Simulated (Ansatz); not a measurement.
# P (Cmce) in Ansatz: single point with B88-PBE

Aim: the single point of P with B88-PBE.

Everything below comes from runs of Ansatz 0.2.0. Logs are shortened: lines on timing, memory, paths and dates and some standing lists are left out, and cuts for length are marked.

## (1) The structure

It takes space group Cmce (No. 64, orthorhombic). Conventional cell: a = 3.295 Å, b = 10.930 Å, c = 4.544 Å, α = 90.00°, β = 90.00°, γ = 90.00°. P (site symmetry m) has 3 P at 2.20 to 2.25 Å as nearest neighbours.

## (2) Single point, B88-PBE

input.yaml reads:

```yaml
crystal:
  lattice: { a: 3.29548625, b: 10.93007545, c: 4.54363559, alpha: 90.0, beta: 90.0, gamma: 90.0 }
  space_group: 64
  setting: { hermann_mauguin: Cmce }
  reduce_to_primitive: true
  atoms:
    - { symbol: P, position: [0.5, 0.59585687, 0.58881517] }
kpoints:
  mp_grid: { kspacing: 0.25 }
scf:
  occupations: { method: fermi_dirac, width: 0.05 }
hamiltonian:
  xc: { exchange: b88, correlation: pbe }
  pseudopotentials: { kind: all_electron, datasets: crystal }
output:
  forces: true
  stress: true
  eigenvalues: true
```

Potentials or basis: all-electron PAW datasets made for the crystal.

The run is started by

```console
> ansatz run input.yaml --threads 2 --pin off --max-ram 6144MiB --backend cpu --events-out ev --progress --plain --runs-dir out
```

The log of the run:

```text
Warning: RAYON_NUM_THREADS=2 ignored (pool sized by the plan → 2); use --threads N
crystal.space_group: 64 is read as Cmce: the typed cell holds P8 (P 8f). Least distances (Å): P–P 2.205
crystal.space_group generates its sites in this order, which a site index counts, at these fractional coordinates of the primitive cell where crystal.reduce_to_primitive is true, and else of the cell that is read (crystal.supercell repeats the list replica by replica, and crystal.defects acts on that): 0: P [0.904143, 0.095857, 0.588815]; 1: P [0.595857, 0.404143, 0.088815]; 2: P [0.404143, 0.595857, 0.911185]; 3: P [0.095857, 0.904143, 0.411185];
hamiltonian.pseudopotentials.datasets: crystal makes datasets for this crystal and solves the spheres of its atoms anew in each pass: cutoff 240.0 eV, the density's 960.0 eV; for an error of 0.50 meV an atom under PBE, 2.0 meV for the cell; an energy difference from a run of another recipe may be off by several times the error for the cell, under r2SCAN by more, where some 0.1 meV an atom stays at smaller errors; P in spheres of 1.101 Å, 5 of its electrons in bands
Engine: ansatz 0.2.0, aarch64-unknown-linux-gnu
Pseudopotentials: kind: all_electron
Pseudopotential: P, paw, valence charge 5, recommended cutoff 240 eV (normal), crystal/all_electron/pbe/scalar/gaussian/P, Koelling and Harmon's equation, gaussian nucleus
Functional definition: unnamed
  exchange = b88_x
  correlation = pbe_c
Crystal: 4 atoms, lattice volume = 81.831 Å³
Basis set: ecut = 240 eV, 679 PW (Γ), exchange–correlation on 60×60×48 points (8 copies of the dense FFT grid, shifted against one another)
Bands: 14, of which v1, the nominal top of the filled ones, is band 10 counted from 1 (9 counted from 0)
Symmetry: 8 space group operations
Space group: Cmce (ITA 64), of the structure as read, at distance tolerance 4.3e-5 Å
k-points: 84 of 384
Non-local potential: P, projectors of the file, l = 0: 1, l = 1: 1
PAW form: soft (Blöchl's): semilocal exchange-correlation on the pseudo side does not see the compensation charge
PAW one-centre angular grid: P, 110 points (default); XC on its mesh's 1917 points in the sphere
Initial density: superposition of atomic densities (neutral atoms: chi_scale 0, normalization atom)
Initial wavefunctions: pseudopotential atomic-orbital guess
Functional: x = b88, c = pbe(β = 0.06672455060314922)
iter 1 solved again at ethr=3.88e-3 eV; its pass at ethr=1.00e-1 eV (dr2=7.76e-1 eV) is discarded
SCF iter   1: F=—  HF=-37248.309835 eV  |F-HF|=—  |Δ(HF+E_count)|=         —  Δρ=3.85e-2  dr2=8.45e-1  ethr=3.88e-3  ⟨swp⟩=4.4  Hψ=7944  notcnv=0
preconditioner: auto → none  [insulator: Δε(μ)=0.207 eV  Ē_g=8.986 eV  σ=0.050 eV  W_gap=0.78  n_scr=12 (ndim 8)  ℏωp=18.4 eV  f_vac=0.004  D(μ)=0.02/eV (n_scr^D=0)  ε∞_Penn≈5.2]
SCF iter   2: F=—  HF=-37248.196022 eV  |F-HF|=—  |Δ(HF+E_count)|=   1.14e-1  Δρ=1.78e-2  dr2=1.50e-1  ethr=3.88e-3  ⟨swp⟩=2.0  Hψ=2353  notcnv=0
iter 3 solved again at ethr=1.65e-5 eV; its pass at ethr=7.50e-4 eV (dr2=3.30e-3 eV) is discarded
SCF iter   3: F=—  HF=-37248.199001 eV  |F-HF|=—  |Δ(HF+E_count)|=   2.98e-3  Δρ=1.52e-3  dr2=3.10e-3  ethr=1.65e-5  ⟨swp⟩=3.4  Hψ=5589  notcnv=0  defer=3
SCF iter   4: F=—  HF=-37248.199246 eV  |F-HF|=—  |Δ(HF+E_count)|=   2.45e-4  Δρ=8.40e-4  dr2=1.78e-3  ethr=1.55e-5  ⟨swp⟩=3.0  Hψ=2891  notcnv=0  defer=1
SCF iter   5: F=—  HF=-37248.198684 eV  |F-HF|=—  |Δ(HF+E_count)|=   5.61e-4  Δρ=2.60e-4  dr2=3.27e-5  ethr=8.91e-6  ⟨swp⟩=3.0  Hψ=2601  notcnv=0
SCF iter   6: F=—  HF=-37248.198707 eV  |F-HF|=—  |Δ(HF+E_count)|=   2.28e-5  Δρ=7.34e-5  dr2=6.23e-6  ethr=1.64e-7  ⟨swp⟩=3.0  Hψ=2666  notcnv=0
SCF iter   7: F=—  HF=-37248.198714 eV  |F-HF|=—  |Δ(HF+E_count)|=   6.46e-6  Δρ=2.76e-5  dr2=6.57e-7  ethr=3.12e-8  ⟨swp⟩=3.0  Hψ=2409  notcnv=0
SCF iter   8: F=-37248.198714 eV  HF=-37248.198714 eV  |F-HF|=8.56e-9  |Δ(HF+E_count)|=   2.35e-9  Δρ=7.92e-6  dr2=1.90e-8  ethr=3.28e-9  ⟨swp⟩=3.0  Hψ=2602  notcnv=0
SCF 1 converged in 8 iterations: F = -37248.198698 eV  dr2 = 1.90e-8
  Residual-converged pass: ⟨swp⟩=4.3  Hψ=3493  notcnv=0  max |occ|·‖R‖ = 6.6e-6 eV (tolerance 6.7e-6 eV)  dr2=1.95e-8  dr2_onsite=1.52e-8  max |Δocc| = 1.5e-8
SCF converged after 8 iterations
Free energy (F): -37248.198698 eV
Harris-Foulkes:  -37248.198698 eV  (|F-HF|=8.56e-9)
Internal energy: -37248.198284 eV  (E = F + TS)
E sigma→0 (E₀):  -37248.198491 eV
Entropy (-TS):   -0.000414 eV (-0.103 meV/atom)
Past the cutoff: the bands carry plane waves up to 1.75 times it, of which those up to 1.5 times it add -0.000226 eV an atom, each by itself; the spheres take 0.000079 eV an atom off the energy for waves past 1.75 times it
By the cutoff:   a pressure is off by up to 0.005 GPa (1.2 times the spheres' own share and the shells' term, over an atom's volume, and 0.004 GPa: a bound that held against runs at twice the plane waves)
Past the cutoffs: a stress includes 0.0004 GPa for waves and charges beyond them, in addition to the slope of what the spheres take
In the spheres:  the bands' charges fall short by 5.6e-8 e at most (sound up to 1e-3)
Fermi energy:    7.845580 eV
--- Per-component energies (eV) ---
  E_band       = 18.810496
  E_kinetic    = 285.614703
  E_local      = -244.595510  (includes V_loc(G=0)·N_el)
  E_nonlocal   = 31.880189
  E_hartree    = 99.523865
  E_xc         = -214.226012
  E_vxc        = -273.533628  (∫ρ·V_xc dr)
  E_paw        = -37178.363952  (= ΣΔE_a)
  E_vpaw       = -624.759385  (= ΣTr[D̂ρ^β])
  E_ewald      = -673.187896
  E_smearing   = -0.000414  (= −TS)
  E_closure    = 645.156329  (closes the sum)
  Σ components = -37248.198698   (vs F -37248.198698, Δ=0.00e0)
  The terms above E_closure are by the made datasets' own strengths, without shells solved beside the bands.
--- Forces (eV/Å), atoms counted from 1 ---
  atom   1  P      0.00000000     0.17661745    -0.29474013
  atom   2  P     -0.00000000    -0.17661745    -0.29474013
  atom   3  P     -0.00000000     0.17661745     0.29474013
  atom   4  P      0.00000000    -0.17661745     0.29474013
  max |Σ_I F_I| component: 5.55e-17 eV/Å
--- Stress (GPa, compression-positive) ---
        2.010297       0.000000       0.000000
        0.000000       2.031827       0.000000
        0.000000       0.000000       2.271351
  P = ⅓ Tr σ = 2.1045 GPa (21.045 kbar)
--- Band table (eV; the first three rows and the last of 84) ---
  k-point 0: bands = ["-8.0486", "-5.3027", "-2.0246", "1.0085", "2.8305", "2.8929", "3.7001", "4.9949", "5.1900", "6.5678", "8.3526", "8.7857"]
  k-point 1: bands = ["-7.9069", "-5.5343", "-2.0005", "0.7266", "2.5174", "3.4421", "3.8033", "5.1128", "5.6893", "5.7956", "8.8257", "9.4204"]
  k-point 2: bands = ["-7.4960", "-6.1390", "-1.7262", "-0.1453", "2.6798", "4.0902", "4.4273", "4.7386", "4.8681", "6.7084", "9.0197", "9.1598"]
  k-point 83: bands = ["-6.8089", "-6.8089", "-1.5679", "-1.5679", "4.4623", "4.4623", "4.9917", "4.9917", "5.8033", "5.8033", "9.1761", "9.1761"]
```

Run time: 6.1 s. Hardware: 2 threads of Arm Neoverse V1, shared host; peak memory 0.41 GiB.

What came out:

* Free energy: -37248.1987 eV
* Pressure: 2.1 GPa
* Largest force: 0.344 eV/Å
* Band gap on the k mesh: 0.10 eV, direct

Forces on the atoms (eV/Å):
```
P    0.000  0.177 -0.295
P    0.000 -0.177 -0.295
P    0.000  0.177  0.295
P    0.000 -0.177  0.295
```

Levels at points of the mesh, in eV from the valence-band top:
```tsv
k point	band 8	band 9	band 10	band 11	band 12
(0.00, 0.00, 0.00)	-2.80	-2.60	-1.23	0.56	0.99
(0.00, 0.00, -0.50)	-3.31	-1.68	-1.68	1.40	1.40
(0.00, -0.50, 0.00)	-3.40	-2.66	-2.66	0.64	0.64
(0.00, -0.50, -0.50)	-5.32	-1.82	-1.82	1.64	1.64
(-0.50, -0.50, 0.00)	-2.45	-1.59	0.00	0.10	0.76
(-0.50, -0.50, -0.50)	-2.80	-1.99	-1.99	1.38	1.38
```
